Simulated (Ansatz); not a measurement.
**Rhodium, fcc under RPBE: structure, energy and stiffness**

What does RPBE give for rhodium in the fcc structure? We relax it, solve it on a dense k-mesh, switch on spin-orbit coupling, then scale the cell to 7 volumes from 88 to 112 % of the relaxed one and try a fit of the equation of state. The start is ferromagnetic. The k-meshes are 14×14×14 for the relaxation; 23×23×23 for the dense run; 14×14×14 for spin-orbit coupling; 23×23×23 for the volumes. It starts from a deposited cell (COD).

Program: Ansatz 0.2.0. Level of theory: DFT RPBE, plane waves (420 eV) with PAW, scalar-relativistic; PAW files made under PBE, frozen cores solved again for the functional. These are calculated values, not measurements.

## Step 1: The system as given

The structure is cubic, space group Fm-3m (No. 225). The conventional cell has a = 3.803 Å, b = 3.803 Å, c = 3.803 Å, α = 90.00°, β = 90.00°, γ = 90.00°. Rh (site symmetry m-3m) has 12 Rh at 2.69 Å as nearest neighbours.

Structure file:

```cif
data_structure
_symmetry_space_group_name_H-M 'Fm-3m'
_symmetry_Int_Tables_number 225
_cell_length_a 3.8031
_cell_length_b 3.8031
_cell_length_c 3.8031
_cell_angle_alpha 90.000
_cell_angle_beta 90.000
_cell_angle_gamma 90.000
_cell_volume 55.01
loop_
_atom_site_label
_atom_site_type_symbol
_atom_site_symmetry_multiplicity
_atom_site_Wyckoff_symbol
_atom_site_fract_x
_atom_site_fract_y
_atom_site_fract_z
_atom_site_occupancy
Rh1 Rh 4 a 0.00000 0.00000 0.00000 1
```

Starting moments (μB): +1.

## Step 2: Relaxing cell and atoms

File input.yaml:

```yaml
crystal:
  lattice:
    - [0.0, 1.90155, 1.90155]
    - [1.90155, 0.0, 1.90155]
    - [1.90155, 1.90155, 0.0]
  atoms:
    - { symbol: Rh, position: [0.0, 0.0, 0.0], spin: 1.0 }
hamiltonian:
  xc: rpbe
  pseudopotentials:
    kind: paw
    azcp:
      Rh: "pseudopotentials/Rh.paw.azcp"
basis:
  ecutwfc: 420
  fft_grid_basis: typed
kpoints:
  mp_grid: { grid: [14, 14, 14], shift: [0, 0, 0] }
magnetization:
  spin_polarized: true
scf:
  occupations: { method: fermi_dirac, width: 0.05 }
relax:
  max_steps: 60
  f_tol: 0.01
  cell: {}
```

What it wrote:

```text
Warning: RAYON_NUM_THREADS=4 ignored (pool sized by the plan → 4); use --threads N
Engine: ansatz 0.2.0, aarch64-unknown-linux-gnu
Pseudopotentials: kind: paw
Pseudopotential: Rh, paw, valence charge 17, recommended cutoff 420 eV (normal), <dir>
Functional definition: RPBE
  parameter kappa = 0.804
  parameter beta = 0.06672455060314922
  exchange = rpbe_x(kappa = kappa, mu = beta*pi^2/3)
  correlation = pbe_c(beta = beta)
Crystal: 1 atoms, lattice volume = 13.752 Å³
Basis set: ecut = 420 eV, 283 PW (Γ), exchange–correlation on 36×36×36 points (8 copies of the dense FFT grid, shifted against one another)
Bands: 13, of which v1, the nominal top of the filled ones, is band 9 counted from 1 (8 counted from 0)
Symmetry: 48 space group operations
Space group: Fm-3m (ITA 225), of the structure as read, at distance tolerance 2.4e-5 Å
Magnetic group: BNS 225.116 (UNI 1618), of the structure as read, at distance tolerance 2.4e-5 Å
k-points: 104 of 2744
Non-local potential: Rh, projectors of the file, l = 0: 3, l = 1: 2, l = 2: 2, l = 3: 1
PAW form: soft (Blöchl's): semilocal exchange-correlation on the pseudo side does not see the compensation charge
PAW frozen core: Rh, regenerated for the run's functional, and the local potential with it (the file was generated under x = pbe(κ = 0.804, μ = 0.2195149727645171), c = pbe(β = 0.06672455060314922))
PAW one-centre angular grid: Rh, 590 points (default); XC on 64 Gauss nodes
Initial density: superposition of atomic densities (chi_scale 0.1, normalization cell)
Starting moments: Σ|m| = 1 μB on 1 of 1 site
Initial wavefunctions: pseudopotential atomic-orbital guess
Functional: x = rpbe, c = pbe(β = 0.06672455060314922)
SCF iter   1: F=—  HF=-6410.850439 eV  |F-HF|=—  |Δ(HF+E_count)|=         —  Δρ=6.18e-2 (↑6.18e-2 ↓4.69e-2)  dr2=1.42e0  dr2_m=3.04e-2  M=0.633 μB ∫|m|=0.639 μB  β_m=0.30  ethr=3.10e-3  ⟨swp⟩=5.1  Hψ=14678  notcnv=0
Mixer restart at iter 1: flushing history
preconditioner: auto → none  [metal: Δε(μ)=0.006 eV  Ē_g=13.986 eV  σ=0.050 eV  W_gap=0.03  n_scr=0 (ndim 8)  ℏωp=30.0 eV  f_vac=0.000  D(μ)=1.41/eV (n_scr^D=14)]
SCF iter   2: F=—  HF=-6410.290289 eV  |F-HF|=—  |Δ(HF+E_count)|=   5.60e-1  Δρ=2.50e-2 (↑2.50e-2 ↓1.81e-2)  dr2=1.26e-1  dr2_m=1.69e-2  M=0.608 μB ∫|m|=0.619 μB  β_m=0.36  ethr=3.10e-3  ⟨swp⟩=2.7  Hψ=6489  notcnv=0  defer=12
SCF iter   3: F=—  HF=-6410.399476 eV  |F-HF|=—  |Δ(HF+E_count)|=         —  Δρ=4.30e-2 (↑4.30e-2 ↓4.21e-2)  dr2=1.26e-2  dr2_m=2.16e-1  M=0.112 μB ∫|m|=0.115 μB  β_m=0.36  ethr=7.42e-4  ⟨swp⟩=2.4  Hψ=4443  notcnv=0  defer=12
Mixer restart at iter 3: flushing history
SCF iter   4: F=—  HF=-6410.379098 eV  |F-HF|=—  |Δ(HF+E_count)|=   2.04e-2  Δρ=2.95e-2 (↑2.95e-2 ↓2.92e-2)  dr2=4.84e-3  dr2_m=1.04e-1  M=0.082 μB ∫|m|=0.085 μB  β_m=0.68  ethr=7.39e-5  ⟨swp⟩=1.0  Hψ=2920  notcnv=0  defer=12
SCF iter   5: F=—  HF=-6410.361165 eV  |F-HF|=—  |Δ(HF+E_count)|=   1.79e-2  Δρ=1.34e-3 (↑1.34e-3 ↓1.07e-3)  dr2=6.43e-5  dr2_m=1.31e-4  M=0.005 μB ∫|m|=0.007 μB  β_m=0.80  ethr=2.85e-5  ⟨swp⟩=2.0  Hψ=4996  notcnv=0  defer=12
SCF iter   6: F=—  HF=-6410.361158 eV  |F-HF|=—  |Δ(HF+E_count)|=   6.99e-6  Δρ=4.64e-4 (↑1.28e-4 ↓4.64e-4)  dr2=3.26e-5  dr2_m=6.70e-6  M=0.001 μB ∫|m|=0.002 μB  β_m=0.78  ethr=3.78e-7  ⟨swp⟩=2.0  Hψ=4486  notcnv=0  defer=12
SCF iter   7: F=—  HF=-6410.361153 eV  |F-HF|=—  |Δ(HF+E_count)|=   4.67e-6  Δρ=2.70e-4 (↑2.70e-4 ↓1.29e-4)  dr2=1.61e-5  dr2_m=1.03e-6  M=0.000 μB ∫|m|=0.001 μB  β_m=0.64  ethr=1.92e-7  ⟨swp⟩=2.1  Hψ=4183  notcnv=0  defer=12
SCF iter   8: F=—  HF=-6410.361148 eV  |F-HF|=—  |Δ(HF+E_count)|=   5.14e-6  Δρ=1.18e-4 (↑1.18e-4 ↓4.25e-5)  dr2=2.43e-6  dr2_m=2.90e-7  M=0.000 μB ∫|m|=0.000 μB  β_m=0.82  ethr=9.47e-8  ⟨swp⟩=1.8  Hψ=3311  notcnv=0  defer=12
SCF iter   9: F=—  HF=-6410.361147 eV  |F-HF|=—  |Δ(HF+E_count)|=   7.66e-7  Δρ=2.19e-5 (↑2.19e-5 ↓7.84e-6)  dr2=7.67e-8  dr2_m=1.16e-8  M=0.000 μB ∫|m|=0.000 μB  β_m=0.89  ethr=1.43e-8  ⟨swp⟩=2.0  Hψ=3989  notcnv=0  defer=12
SCF iter  10: F=—  HF=-6410.361147 eV  |F-HF|=—  |Δ(HF+E_count)|=   1.85e-8  Δρ=2.27e-6 (↑2.27e-6 ↓7.62e-7)  dr2=6.64e-10  dr2_m=1.53e-10  M=0.000 μB ∫|m|=0.000 μB  β_m=0.94  ethr=4.51e-10  ⟨swp⟩=2.1  Hψ=4161  notcnv=0  defer=12
SCF iter  11: F=-6410.361147 eV  HF=-6410.361147 eV  |F-HF|=3.64e-12  |Δ(HF+E_count)|=  3.82e-11  Δρ=2.05e-7 (↑9.25e-8 ↓2.05e-7)  dr2=5.52e-12  dr2_m=1.52e-12  M=0.000 μB ∫|m|=0.000 μB  ethr=3.91e-12  ⟨swp⟩=1.0  Hψ=7907  notcnv=0
WARN: the starting moments were not kept: the SCF closed with an absolute magnetisation of 8.7e-7 μB, where they sum to 1 μB in size (1 site). That is at most 0.1 of that sum. Measured as dr2_m measures the in/out step, that magnetisation stands 3.9e-13 eV from none, at or under the dr2_threshold of 1.0e-7 eV: it is no larger than a step whose dr2_m would equal this threshold. The system may hold no moment; this SCF shows only that its start led to no more than that. To try another start: raise the starting moments (crystal.atoms[].spin, magnetization.per_species, magnetization.initial_magnetization, or on a non-collinear deck that types none of these the spinor_matrix: blocks that start its atoms; where the total moment is fixed, keep their sum and leave initial_magnetization as it is; typed ones take the place of any that the run laid by itself, positive ones on a crystal's lanthanoids without a Hubbard term where scf.initial_density.shell_occupations: [] is typed) or, if the notice of its spin-set hold's release reads "site moments contracting" or "site moments show no strong build", lengthen the hold (scf.mixing.spin_hold: { on: { confirm: 4 } }; for m-r²SCAN on two components see the key's manual first). Each may lead to a state that holds a moment. A second SCF, from the converged charge density, with the starting moments and any scf.initial_density.shell_occupations laid on it anew, would have followed, and was not run: the deck does not ask for one (magnetization.retry_lost_moments is false, the default). To let it run, set magnetization.retry_lost_moments: true and run the deck again, where that key's refused combinations let it; where memory then withholds it, that run's warning says so.
SCF 1 converged in 11 iterations: F = -6410.361147 eV  dr2 = 5.52e-12
relax step   1: F+E_penalty+E_count = -6410.36114747 eV  Δ(F+E_penalty+E_count) = +0.000e0 eV  max|allowed force component| = 0.000e0 eV/Å  Δτ_max = 0.0000 Å  P = +10.531 GPa  Ω = 13.752 Å³  (11 SCF iters, dr2 threshold 1.00e-7 eV, accepted)
[... 19 lines left out ...]
relax step   2: F+E_penalty+E_count = -6410.36987797 eV  Δ(F+E_penalty+E_count) = -8.731e-3 eV  max|allowed force component| = 0.000e0 eV/Å  Δτ_max = 0.0000 Å  P = -6.215 GPa  Ω = 14.723 Å³  energy of the carried Pulay correction = -8.110e-4 eV  (9 SCF iters, dr2 threshold 1.00e-7 eV, accepted)
[... 15 lines left out ...]
relax step   3: F+E_penalty+E_count = -6410.37830915 eV  Δ(F+E_penalty+E_count) = -8.431e-3 eV  max|allowed force component| = 0.000e0 eV/Å  Δτ_max = 0.0000 Å  P = -0.550 GPa  Ω = 14.347 Å³  energy of the carried Pulay correction = -5.036e-4 eV  (9 SCF iters, dr2 threshold 1.00e-7 eV, accepted)
[... 13 lines left out ...]
relax step   4: F+E_penalty+E_count = -6410.37839594 eV  Δ(F+E_penalty+E_count) = -8.679e-5 eV  max|allowed force component| = 0.000e0 eV/Å  Δτ_max = 0.0000 Å  P = +0.034 GPa  Ω = 14.312 Å³  energy of the carried Pulay correction = -4.742e-4 eV  (7 SCF iters, dr2 threshold 1.00e-7 eV, accepted)
[... 14 lines left out ...]
relax step   5: F+E_penalty+E_count = -6410.37883898 eV  Δ(F+E_penalty+E_count) = -4.430e-4 eV  max|allowed force component| = 0.000e0 eV/Å  Δτ_max = 0.0000 Å  P = +0.017 GPa  Ω = 14.312 Å³  stress off target by 1.70e-2 GPa  SCF on the basis re-selected at this cell (its energy is not comparable with the rows above)  (8 SCF iters)
basis re-selected at this cell: Δ(F+E_penalty+E_count) = -4.430e-4 eV, ΔP = -0.017 GPa vs the last step (what re-selecting the basis moved, of the pressure what is left beyond the Pulay correction that the steps carried, after the strain that the cell walked since its last selection, with what the two solves' SCF thresholds leave and, on support functions, any second-order correction that the steps lacked; it is no measure of the basis error at this ecutwfc). The dense FFT grid was sized anew with the basis: this SCF ran on 20×20×20 points, the steps before it on 18×18×18, so part of this shift can come from that change (see relax.cell in the input reference). This SCF's stress stands 1.70e-2 GPa from its target on what of the cell is left free (relax.cell.stress_tol is 5.00e-2 GPa) and its largest allowed force component is 0.00e0 eV/Å (relax.f_tol is 1.00e-2 eV/Å): within both
SCF converged after 8 iterations
Magnetization: -0.0000 μB (8.5000 up, 8.5000 down)
Absolute magnetization: 0.0000 μB (∫|ρ↑−ρ↓|, with the PAW one-centre terms)
Spin contamination: 0.0000 ħ² per cell (⟨S²⟩ above its minimum at these occupations)
Per-site moments (μB) at R_I (Å): [(-4.342060565892422e-9, 1.1241512789950574)]
Free energy (F): -6410.378839 eV
Harris-Foulkes:  -6410.378839 eV  (|F-HF|=9.09e-13)
Internal energy: -6410.368062 eV  (E = F + TS)
E sigma→0 (E₀):  -6410.373451 eV
Entropy (-TS):   -0.010777 eV (-10.777 meV/atom)
Fermi energy:    21.339943 eV
--- Per-component energies (eV) ---
  E_band       = -100.206759
  E_kinetic    = 572.383478
  E_local      = -1612.331971  (includes V_loc(G=0)·N_el)
  E_nonlocal   = 353.771711
  E_hartree    = 567.218831
  E_xc         = -221.762597
  E_vxc        = -278.025260  (∫ρ·V_xc dr)
  E_paw        = -3594.231316  (= ΣΔE_a)
  E_vpaw       = -270.443269  (= ΣTr[D̂ρ^β])
  E_aug_tail   = 0.000889  (compensation charges beyond the density's cutoff)
  E_ewald      = -2475.312976
  E_core_change = -0.104111  (= ΣΔE_core)
  E_smearing   = -0.010777  (= −TS)
  E_closure    = 0.000000  (closes the sum)
  Σ components = -6410.378839   (vs F -6410.378839, Δ=0.00e0)
--- Forces (eV/Å), atoms counted from 1 ---
  atom   1  Rh    -0.00000000     0.00000000     0.00000000
  max |Σ_I F_I| component: 1.95e-32 eV/Å
--- Stress (GPa, compression-positive) ---
        0.017027      -0.000000      -0.000000
       -0.000000       0.017027       0.000000
       -0.000000      -0.000000       0.017027
  P = ⅓ Tr σ = 0.0170 GPa (0.170 kbar)
--- Relaxed structure (4 steps of the walk, 4 accepted, 1 SCFs on fresh bases) ---
  F+E_penalty+E_count = -6410.37883898 eV   max|allowed force component| = 0.000e0 eV/Å   (the final SCF, on the basis selected at the relaxed cell)
  cell:  # Å, volume = 14.3116 Å³
    - [-5.09537203289559e-34, 1.927018163531965, 1.927018163531965]
    - [1.927018163531965, -8.534748155100113e-34, 1.927018163531965]
    - [1.927018163531965, 1.927018163531965, -1.9107645123358464e-34]
  atoms:
    - { symbol: Rh, position: [0.0, 0.0, 0.0] }
```

Run time: 5.1 s. Hardware: 4 threads of an Arm CPU, shared host; peak memory 0.29 GiB.

Relaxation path:

| step | energy change (meV/atom) | largest force (eV/Å) | pressure (GPa) | volume (Å³/atom) |
| --- | --- | --- | --- | --- |
| 1 | 0.00 | 0.0000 | 10.53 | 13.752 |
| 2 | -8.73 | 0.0000 | -6.21 | 14.723 |
| 3 | -17.16 | 0.0000 | -0.55 | 14.347 |
| 4 | -17.25 | 0.0000 | 0.03 | 14.312 |
| 5 | -17.69 | 0.0000 | 0.02 | 14.312 |

Steps that repeat a cell are solved on a basis chosen anew, so their changes of energy are no gain of the relaxation.

Changes in the cell that was computed:

|  | before | after | change |
| --- | --- | --- | --- |
| a (Å) | 2.689 | 2.725 | +1.3 % |
| b (Å) | 2.689 | 2.725 | +1.3 % |
| c (Å) | 2.689 | 2.725 | +1.3 % |
| volume (Å³/atom) | 13.752 | 14.312 | +4.1 % |
| shortest distance (Å) | 2.689 | 2.725 | +1.3 % |
| space group (spins left aside) | Fm-3m | Fm-3m | same |

## Step 3: The energy on a finer k-mesh

File input.yaml:

```yaml
crystal:
  lattice:
    - [0.0, 1.9270181635, 1.9270181635]
    - [1.9270181635, 0.0, 1.9270181635]
    - [1.9270181635, 1.9270181635, 0.0]
  atoms:
    - { symbol: Rh, position: [0.0, 0.0, 0.0], spin: 1.0 }
hamiltonian:
  xc: rpbe
  pseudopotentials:
    kind: paw
    azcp:
      Rh: "pseudopotentials/Rh.paw.azcp"
basis:
  ecutwfc: 420
  fft_grid_basis: typed
kpoints:
  mp_grid: { grid: [23, 23, 23], shift: [0, 0, 0] }
magnetization:
  spin_polarized: true
scf:
  occupations: { method: fermi_dirac, width: 0.05 }
```

What it wrote, cut to the lines that bear on the results:

```text
Warning: RAYON_NUM_THREADS=4 ignored (pool sized by the plan → 4); use --threads N
[...]
Pseudopotentials: kind: paw
Pseudopotential: Rh, paw, valence charge 17, recommended cutoff 420 eV (normal), <dir>
Functional definition: RPBE
[...]
Crystal: 1 atoms, lattice volume = 14.312 Å³
Basis set: ecut = 420 eV, 283 PW (Γ)
Bands: 13, of which v1, the nominal top of the filled ones, is band 9 counted from 1 (8 counted from 0)
Symmetry: 48 space group operations
Space group: Fm-3m (ITA 225), of the structure as read, at distance tolerance 2.4e-5 Å
Magnetic group: BNS 225.116 (UNI 1618), of the structure as read, at distance tolerance 2.4e-5 Å
k-points: 364 of 12167
[...]
Starting moments: Σ|m| = 1 μB on 1 of 1 site
[...]
SCF iter   1: F=—  HF=-6411.035506 eV  |F-HF|=—  |Δ(HF+E_count)|=         —  Δρ=9.50e-2 (↑9.50e-2 ↓3.54e-2)  dr2=1.45e0  dr2_m=3.20e-1  M=0.138 μB ∫|m|=0.138 μB  β_m=0.30  ethr=3.10e-3  ⟨swp⟩=5.0  Hψ=51505  notcnv=0
[...]
SCF iter   9: F=-6410.378496 eV  HF=-6410.378496 eV  |F-HF|=3.64e-12  |Δ(HF+E_count)|=  6.37e-12  Δρ=9.77e-8 (↑9.59e-8 ↓9.77e-8)  dr2=5.09e-12  dr2_m=5.19e-14  M=-0.000 μB ∫|m|=0.000 μB  ethr=1.31e-12  ⟨swp⟩=1.0  Hψ=25679  notcnv=0
[...]
WARN: the starting moments were not kept: the SCF closed with an absolute magnetisation of 1.5e-7 μB, where they sum to 1 μB in size (1 site). That is at most 0.1 of that sum. Measured as dr2_m measures the in/out step, that magnetisation stands 7.0e-15 eV from none, at or under the [...]
SCF converged after 9 iterations
Magnetization: -0.0000 μB (8.5000 up, 8.5000 down)
Absolute magnetization: 0.0000 μB (∫|ρ↑−ρ↓|, with the PAW one-centre terms)
Spin contamination: 0.0000 ħ² per cell (⟨S²⟩ above its minimum at these occupations)
Per-site moments (μB) at R_I (Å): [(1.8091907422457495e-8, 1.1241512789764103)]
Free energy (F): -6410.378496 eV
[...]
E sigma→0 (E₀):  -6410.372830 eV
Entropy (-TS):   -0.011331 eV (-11.331 meV/atom)
Fermi energy:    21.346495 eV
[...]
```

Run time: 3 s. Hardware: 4 threads of an Arm CPU, shared host; peak memory 0.36 GiB.

## Step 4: With spin-orbit coupling

File input.yaml:

```yaml
crystal:
  lattice:
    - [0.0, 1.9270181635, 1.9270181635]
    - [1.9270181635, 0.0, 1.9270181635]
    - [1.9270181635, 1.9270181635, 0.0]
  atoms:
    - { symbol: Rh, position: [0.0, 0.0, 0.0], spin: 1.0, spin_axis: [0, 0, 1] }
hamiltonian:
  xc: rpbe
  pseudopotentials:
    kind: paw_fr
    azcp:
      Rh: "pseudopotentials/Rh.paw.azcp"
basis:
  ecutwfc: 420
  fft_grid_basis: typed
kpoints:
  mp_grid: { grid: [14, 14, 14], shift: [0, 0, 0] }
magnetization:
  noncollinear: true
  spin_orbit: true
scf:
  occupations: { method: fermi_dirac, width: 0.05 }
```

What it wrote, cut to the lines that bear on the results:

```text
Warning: RAYON_NUM_THREADS=4 ignored (pool sized by the plan → 4); use --threads N
[...]
Pseudopotentials: kind: paw_fr
Pseudopotential: Rh, paw_fr, valence charge 17, recommended cutoff 420 eV (normal), <dir>
Functional definition: RPBE
[...]
Crystal: 1 atoms, lattice volume = 14.312 Å³
Basis set: ecut = 420 eV, 283 PW (Γ)
Bands: 26, of which v1, the nominal top of the filled ones, is band 17 counted from 1 (16 counted from 0)
Symmetry: 8 space group operations + 8 with time reversal
Magnetic group: BNS 139.537 (UNI 1197), of the structure as read, at distance tolerance 2.4e-5 Å
k-points: 244 of 2744 (time reversal used)
Projection manifold: j_resolved (fully-relativistic pseudo-atomic orbitals)
[...]
Starting moments: Σ|m| = 1 μB on 1 of 1 site
[...]
SCF iter   1: F=—  HF=-6412.527772 eV  |F-HF|=—  |Δ(HF+E_count)|=         —  Δρ=1.08e-1  dr2=1.57e0  dr2_m=2.08e-1  ethr=3.10e-3  |M|=4.53e-1 ∫|m|=4.59e-1 μB  |m|>n=0.0e0 m-floor=0.0e0 τ_xc=0.0e0  β_m=0.30  ⟨swp⟩=6.3  Hψ=31279  notcnv=0  defer=70
[...]
SCF iter  16: F=-6412.186226 eV  HF=-6412.186226 eV  |F-HF|=1.55e-11  |Δ(HF+E_count)|=  2.13e-10  Δρ=4.25e-7  dr2=1.48e-13  dr2_m=5.94e-12  ethr=1.00e-12  |M|=6.25e-7 ∫|m|=2.85e-6 μB  |m|>n=0.0e0 m-floor=0.0e0 τ_xc=3.4e-30  ⟨swp⟩=1.0  Hψ=17612  notcnv=0
WARN: the starting moments were not kept: the SCF closed with an absolute magnetisation of 2.8e-6 μB, where they sum to 1 μB in size (1 site). That is at most 0.1 of that sum. Measured as dr2_m measures the in/out step, that magnetisation stands 3.5e-12 eV from none, at or under the [...]
SCF converged after 16 iterations
Stability not checked: this state was not tested for a lower state beside it, because this non-collinear magnet's GGA is evaluated by the locally collinear projection, under which the energy is not smooth in the magnetisation (locally_collinear_gga; see scf.lower_state_search)
Magnetization: |M| = 0.0000 μB,  M = (-0.0000, -0.0000, -0.0000) μB
Absolute magnetization: 0.0000 μB (∫|m|, with the PAW one-centre terms)
  site 0: m = (+0.0000, -0.0000, -0.0000) μB, |m| = 0.0000 μB  (R = 1.12 Å)
Free energy (F): -6412.186226 eV
[...]
E sigma→0 (E₀):  -6412.180879 eV
Entropy (-TS):   -0.010694 eV (-10.694 meV/atom)
Fermi energy:    21.348442 eV
[...]
```

Wall time 11 s (4 threads of an Arm CPU, shared host); peak memory 0.5 GiB.

Side by side:

|  | scalar-relativistic | with spin-orbit coupling |
| --- | --- | --- |
| k-mesh | 23×23×23 | 14×14×14 |
| gap on the mesh | none (levels filled in part) | none (levels filled in part) |
| magnetic state | non-magnetic | non-magnetic |

The meshes differ, so small differences between the columns need not come from spin-orbit coupling.

## Step 5: The cell scaled to 88 % of its volume

File input.yaml:

```yaml
crystal:
  lattice:
    - [0.0, 1.8466306187, 1.8466306187]
    - [1.8466306187, 0.0, 1.8466306187]
    - [1.8466306187, 1.8466306187, 0.0]
  atoms:
    - { symbol: Rh, position: [0.0, 0.0, 0.0], spin: 1.0 }
hamiltonian:
  xc: rpbe
  pseudopotentials:
    kind: paw
    azcp:
      Rh: "pseudopotentials/Rh.paw.azcp"
basis:
  ecutwfc: 420
  fft_grid_basis: typed
kpoints:
  mp_grid: { grid: [23, 23, 23], shift: [0, 0, 0] }
magnetization:
  spin_polarized: true
scf:
  occupations: { method: fermi_dirac, width: 0.05 }
output:
  stress: true
```

What it wrote, cut to the lines that bear on the results:

```text
Warning: RAYON_NUM_THREADS=4 ignored (pool sized by the plan → 4); use --threads N
[...]
Pseudopotentials: kind: paw
Pseudopotential: Rh, paw, valence charge 17, recommended cutoff 420 eV (normal), <dir>
Functional definition: RPBE
[...]
Crystal: 1 atoms, lattice volume = 12.594 Å³
Basis set: ecut = 420 eV, 259 PW (Γ)
Bands: 13, of which v1, the nominal top of the filled ones, is band 9 counted from 1 (8 counted from 0)
Symmetry: 48 space group operations
Space group: Fm-3m (ITA 225), of the structure as read, at distance tolerance 2.3e-5 Å
Magnetic group: BNS 225.116 (UNI 1618), of the structure as read, at distance tolerance 2.3e-5 Å
k-points: 364 of 12167
[...]
Starting moments: Σ|m| = 1 μB on 1 of 1 site
[...]
SCF iter   1: F=—  HF=-6411.006822 eV  |F-HF|=—  |Δ(HF+E_count)|=         —  Δρ=1.06e-1 (↑1.06e-1 ↓4.18e-2)  dr2=1.48e0  dr2_m=3.54e-1  M=0.104 μB ∫|m|=0.104 μB  β_m=0.30  ethr=3.10e-3  ⟨swp⟩=5.2  Hψ=51460  notcnv=0
[...]
SCF iter   9: F=-6410.179750 eV  HF=-6410.179750 eV  |F-HF|=0.00e0  |Δ(HF+E_count)|=  7.28e-12  Δρ=6.35e-8 (↑2.46e-8 ↓6.35e-8)  dr2=5.47e-13  dr2_m=1.03e-13  M=0.000 μB ∫|m|=0.000 μB  ethr=1.00e-12  ⟨swp⟩=1.0  Hψ=23409  notcnv=0
[...]
WARN: the starting moments were not kept: the SCF closed with an absolute magnetisation of 4.1e-7 μB, where they sum to 1 μB in size (1 site). That is at most 0.1 of that sum. Measured as dr2_m measures the in/out step, that magnetisation stands 8.7e-14 eV from none, at or under the [...]
SCF converged after 9 iterations
Magnetization: 0.0000 μB (8.5000 up, 8.5000 down)
Absolute magnetization: 0.0000 μB (∫|ρ↑−ρ↓|, with the PAW one-centre terms)
Spin contamination: 0.0000 ħ² per cell (⟨S²⟩ above its minimum at these occupations)
Per-site moments (μB) at R_I (Å): [(2.7243249558765855e-7, 1.0772561520843207)]
Free energy (F): -6410.179750 eV
[...]
E sigma→0 (E₀):  -6410.175205 eV
Entropy (-TS):   -0.009090 eV (-9.090 meV/atom)
Fermi energy:    25.105846 eV
[...]
--- Stress (GPa, compression-positive) ---
       42.315395      -0.000000       0.000000
       -0.000000      42.315395       0.000000
        0.000000      -0.000000      42.315395
  P = ⅓ Tr σ = 42.3154 GPa (423.154 kbar)
```

Run time: 3.1 s. Hardware: 4 threads of an Arm CPU, shared host; peak memory 0.35 GiB.

[end of part 1 of 2]
